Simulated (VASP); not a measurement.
# PbF2 in VASP: one cell, several levels of theory, part 2 of 2

VASP 6.6.1, plane waves, PAW. The steps go on from the part before.

## 3. r2SCAN at this geometry

File INCAR:

```
ENCUT = 520.000000
SIGMA = 0.010000
EDIFF = 1.00e-07
ALGO = Normal
METAGGA = R2SCAN
PREC = Accurate
IBRION = -1
ISIF = 2
ISMEAR = 0
NBANDS = 21
NELM = 120
NSW = 0
LASPH = .TRUE.
LCHARG = .FALSE.
LWAVE = .FALSE.
LREAL = .FALSE.
```

File KPOINTS:

```
KPOINTS created by Atomic Simulation Environment
0
Gamma
8 8 8
0 0 0
```

File KPOINTS_OPT:

```
special points
8
Reciprocal
0.0000000000 0.0000000000 0.0000000000 1
0.5000000000 0.0000000000 0.5000000000 1
0.6250000000 0.2500000000 0.6250000000 1
0.3750000000 0.3750000000 0.7500000000 1
0.5000000000 0.5000000000 0.5000000000 1
0.5000000000 0.2500000000 0.7500000000 1
0.2500000000 -0.2500000000 -0.5000000000 1
0.5000000000 0.5000000000 0.0000000000 1
```

File POSCAR:

```
Pb F
 1.0000000000000000
     0.0000000000000000    2.9604388913999999    2.8745861635000001
     2.9604388913999999    0.0000000000000000    2.8745861635000001
     2.9604388913999999    2.9604388913999999    0.0000000000000000
 Pb  F
   1   2
Cartesian
  0.0000000000000000  0.0000000000000000  0.0000000000000000
  1.4802194457000000  1.4802194457000000  1.4372930817500003
  4.4406583371000004  4.4406583371000004  4.3118792452500010
```

The run is started by

```console
> mpirun -np 1 vasp_std
```

Printed to the terminal (iteration lines stand in OSZICAR):

```text
POSCAR found type information on POSCAR PbF
 POSCAR found :  2 types and       3 ions
 -----------------------------------------------------------------------------
|                                                                             |
|                                                                             |
|     You enforced a specific xc type in the INCAR file but a different       |
|     I HOPE YOU KNOW WHAT YOU ARE DOING!                                     |
|                                                                             |
 -----------------------------------------------------------------------------

 LDA part: xc-table for (None), standard interpolation
 POSCAR, INCAR and KPOINTS ok, starting setup
 FFT: planning ... GRIDC
 FFT: planning ... GRID_SOFT
 FFT: planning ... GRID
 WAVECAR not read
 entering main loop
 Start KPOINTS_OPT (optional k-point list driver)
k-point batch [1-8\8]
```

OSZICAR:

```text
N       E                     dE             d eps       ncg     rms          rms(c)
DAV:   1     0.243697281144E+03    0.24370E+03   -0.15065E+04  2507   0.156E+03
DAV:   2    -0.522190317909E+02   -0.29592E+03   -0.27695E+03  2635   0.434E+02
DAV:   3    -0.793328796874E+02   -0.27114E+02   -0.26793E+02  2962   0.142E+02
DAV:   4    -0.800893125884E+02   -0.75643E+00   -0.75594E+00  2836   0.243E+01
DAV:   5    -0.801155190854E+02   -0.26206E-01   -0.26204E-01  3322   0.480E+00    0.692E+00
DAV:   6    -0.700602689340E+02    0.10055E+02   -0.45990E+00  2841   0.324E+01    0.222E+00
DAV:   7    -0.701227759378E+02   -0.62507E-01   -0.10663E+00  2832   0.786E+00    0.194E+00
DAV:   8    -0.701545512855E+02   -0.31775E-01   -0.32520E-01  3282   0.539E+00    0.845E-01
DAV:   9    -0.701431912068E+02    0.11360E-01   -0.93522E-02  3051   0.256E+00    0.215E-01
DAV:  10    -0.701443350245E+02   -0.11438E-02   -0.19775E-02  2998   0.133E+00    0.298E-01
DAV:  11    -0.701436481236E+02    0.68690E-03   -0.10557E-02  3548   0.776E-01    0.775E-02
DAV:  12    -0.701435722038E+02    0.75920E-04   -0.38267E-04  2918   0.155E-01    0.428E-02
DAV:  13    -0.701435409689E+02    0.31235E-04   -0.23981E-04  2858   0.125E-01    0.112E-02
DAV:  14    -0.701435410912E+02   -0.12227E-06   -0.59363E-06  2898   0.221E-02    0.873E-03
DAV:  15    -0.701435399254E+02    0.11658E-05   -0.35750E-06  2878   0.158E-02    0.230E-03
DAV:  16    -0.701435398342E+02    0.91207E-07   -0.78230E-07  2933   0.625E-03
   1 F= -.70143540E+02 E0= -.70143540E+02  d E =-.388596E-87
       N       E                     dE             ncg
DAV:   1     0.295890664383E+04   -0.60861E+04      336
DAV:   2     0.674388866884E+03   -0.22845E+04      351
DAV:   3     0.456907834718E+03   -0.21748E+03      401
DAV:   4     0.450510129109E+03   -0.63977E+01      376
DAV:   5     0.450282719346E+03   -0.22741E+00      454
DAV:   6     0.450271857271E+03   -0.10862E-01      432
DAV:   7     0.450271620163E+03   -0.23711E-03      470
DAV:   8     0.450271613168E+03   -0.69953E-05      382
DAV:   9     0.450271612610E+03   -0.55764E-06      284
DAV:  10     0.450271612607E+03   -0.36941E-08      243
```

From OUTCAR:

```text
k-points           NKPTS =     59   k-points in BZ     NKDIM =     59   number of bands    NBANDS=     21

   NELECT =      28.0000    total number of electrons

   dimension x,y,z NGX =    32 NGY =   32 NGZ =   32
   dimension x,y,z NGXF=    64 NGYF=   64 NGZF=   64

  energy-cutoff  :      520.00
  volume of cell :       50.39
      direct lattice vectors                 reciprocal lattice vectors
     0.000000000  2.960438891  2.874586164    -0.168893876  0.168893876  0.173938081
     2.960438891  0.000000000  2.874586164     0.168893876 -0.168893876  0.173938081
     2.960438891  2.960438891  0.000000000     0.168893876  0.168893876 -0.173938081

 k-points in reciprocal lattice and weights: KPOINTS created by Atomic Simulation Env
   0.00000000  0.00000000  0.00000000       0.002
   0.12500000  0.00000000  0.00000000       0.016
   0.25000000  0.00000000  0.00000000       0.016
   0.37500000  0.00000000  0.00000000       0.016
   0.50000000  0.00000000  0.00000000       0.008
   0.12500000  0.12500000  0.00000000       0.004
   0.25000000  0.12500000  0.00000000       0.016
   0.37500000  0.12500000  0.00000000       0.016
[... 51 more k-points ...]

 E-fermi :   2.1360

 k-point     1 :       0.0000    0.0000    0.0000
  band No.  band energies     occupation
      1     -20.7393      2.00000
      2     -20.0904      2.00000
      3     -12.9971      2.00000
      4     -12.9971      2.00000
      5     -12.9761      2.00000
      6     -12.9289      2.00000
      7     -12.9214      2.00000
      8      -2.6345      2.00000
      9      -0.9914      2.00000
     10      -0.9217      2.00000
     11      -0.9217      2.00000
     12      -0.4990      2.00000
     13      -0.4990      2.00000
     14      -0.2890      2.00000
     15       9.1600      0.00000
     16       9.3084      0.00000
     17       9.3084      0.00000
     18      12.6836      0.00000
     19      17.6020      0.00000
     20      18.2449      0.00000
     21      20.0982      0.00000

 k-point     2 :       0.1250    0.0000    0.0000
  band No.  band energies     occupation
      1     -20.7078      2.00000
      2     -20.1186      2.00000
      3     -12.9897      2.00000
      4     -12.9797      2.00000
      5     -12.9514      2.00000
      6     -12.9293      2.00000
      7     -12.9210      2.00000
      8      -2.9922      2.00000
      9      -1.0760      2.00000
     10      -0.9819      2.00000
     11      -0.9616      2.00000
     12      -0.5173      2.00000
     13      -0.4030      2.00000
     14       0.0873      2.00000
     15       8.6101      0.00000
     16       9.3693      0.00000
     17       9.4422      0.00000
     18      13.7083      0.00000
     19      17.1672      0.00000
     20      17.7093      0.00000
     21      19.6269      0.00000

 k-point     3 :       0.2500    0.0000    0.0000
  band No.  band energies     occupation
      1     -20.6257      2.00000
      2     -20.1918      2.00000
      3     -12.9777      2.00000
      4     -12.9674      2.00000
      5     -12.9229      2.00000
      6     -12.9141      2.00000
      7     -12.8712      2.00000
      8      -3.5932      2.00000
      9      -1.2523      2.00000
     10      -1.0564      2.00000
     11      -1.0437      2.00000
     12      -0.5616      2.00000
     13      -0.4708      2.00000
     14       0.9194      2.00000
     15       7.8012      0.00000
     16       9.7383      0.00000
     17       9.7698      0.00000
     18      15.1416      0.00000
     19      16.5903      0.00000
     20      17.0051      0.00000
     21      18.3870      0.00000

 k-point     4 :       0.3750    0.0000    0.0000
  band No.  band energies     occupation
      1     -20.5191      2.00000
      2     -20.2873      2.00000
      3     -12.9746      2.00000
      4     -12.9680      2.00000
      5     -12.9056      2.00000
      6     -12.8980      2.00000
      7     -12.7917      2.00000
      8      -4.0351      2.00000
      9      -1.4299      2.00000
     10      -1.1490      2.00000
     11      -1.0919      2.00000
     12      -0.6059      2.00000
     13      -0.5517      2.00000
     14       1.5940      2.00000
     15       7.3845      0.00000
     16      10.1036      0.00000
     17      10.1299      0.00000
     18      15.5094      0.00000
     19      16.2749      0.00000
     20      16.5828      0.00000
     21      17.4037      0.00000

 k-point     5 :       0.5000    0.0000    0.0000
  band No.  band energies     occupation
      1     -20.4363      2.00000
      2     -20.3650      2.00000
      3     -12.9752      2.00000
      4     -12.9699      2.00000
      5     -12.8968      2.00000
      6     -12.8894      2.00000
      7     -12.7595      2.00000
      8      -4.1924      2.00000
      9      -1.5056      2.00000
     10      -1.1868      2.00000
     11      -1.1097      2.00000
     12      -0.6242      2.00000
     13      -0.5868      2.00000
     14       1.8503      2.00000
     15       7.2770      0.00000
     16      10.2435      0.00000
     17      10.2987      0.00000
     18      15.4413      0.00000
     19      16.1897      0.00000
     20      16.4500      0.00000
     21      17.0482      0.00000

 k-point     6 :       0.1250    0.1250    0.0000
  band No.  band energies     occupation
      1     -20.6941      2.00000
      2     -20.1312      2.00000
      3     -12.9824      2.00000
      4     -12.9824      2.00000
      5     -12.9361      2.00000
      6     -12.9349      2.00000
      7     -12.9169      2.00000
      8      -3.0617      2.00000
      9      -1.1497      2.00000
     10      -1.1497      2.00000
     11      -0.8465      2.00000
     12      -0.3890      2.00000
     13      -0.3890      2.00000
     14       0.1087      2.00000
     15       8.2796      0.00000
     16       9.5089      0.00000
     17       9.5089      0.00000
     18      14.0183      0.00000
     19      17.0609      0.00000
     20      17.7632      0.00000
     21      20.1181      0.00000

[... the tables of k-points 7 to 59 left out ...]

  Total        0.5843964      0.5843964      1.0687819      0.0000000     -0.0000000      0.0000000
  in kB       18.5823476     18.5823476     33.9845971      0.0000000     -0.0000000      0.0000000
  external PRESSURE =      23.7164308 kB  Pullay stress =       0.0000000 kB

 POSITION                                       TOTAL-FORCE (eV/Angst)
 -----------------------------------------------------------------------------------
      0.00000      0.00000      0.00000        -0.000000      0.000000     -0.000000
      1.48022      1.48022      1.43729        -0.000000     -0.000000      0.000000
      4.44066      4.44066      4.31188         0.000000      0.000000     -0.000000
 -----------------------------------------------------------------------------------
    total drift:                                0.000000     -0.000000      0.000000

  FREE ENERGIE OF THE ION-ELECTRON SYSTEM (eV)
  ---------------------------------------------------
  free  energy   TOTEN  =       -70.1435398342 eV

  energy  without entropy=      -70.1435398342  energy(sigma->0) =      -70.14353983
```

Hardware: 1 MPI rank of Intel Xeon Platinum 8488C, shared host.

The levels at the points of KPOINTS_OPT are read from vasprun.xml.

Band energies at the special points (eV, zero at the top of v, the last band that the electrons fill by count):

```
point    v−1      v     c   c+1
    Γ  -2.50  -2.29  7.16  7.31
    X  -1.90  -0.16  4.88  8.39
    U  -2.05  -0.07  5.82  7.01
    K  -1.91  -0.17  5.70  7.15
    L  -2.58  -0.15  5.28  8.25
    W  -1.87  -0.10  6.47  6.58
```

r2SCAN gives an indirect gap of 4.79 eV, from (0.25, -0.25, -0.50) to (0.50, 0.50, 0.00); the least direct gap is 5.04 eV. Pressure: 2.37 GPa; the forces vanish within 0.01 eV/Å.

## 4. Summary

This closing draws on all 2 parts.

| level | gap (eV) | pressure (GPa) | Ansatz: gap (eV) | Ansatz: pressure (GPa) |
| --- | --- | --- | --- | --- |
| PBE | 4.29 | 5.24 | 4.29 | 5.44 |
| r2SCAN | 4.79 | 2.37 | 4.79 | 2.42 |

The gap spans 4.29 eV (PBE) to 4.79 eV (r2SCAN). Spin-orbit coupling is left out, though the cell holds Pb (Z = 82); in an element this heavy it can shift bands and gaps by tenths of an eV. At this one volume the pressure spans 2.4 GPa (r2SCAN) to 5.2 GPa (PBE): PBE wants the largest cell and r2SCAN the smallest. The two programs agree on the gap within 0.01 eV, far less than the spread between functionals. Each program uses its own PAW datasets and cutoff.
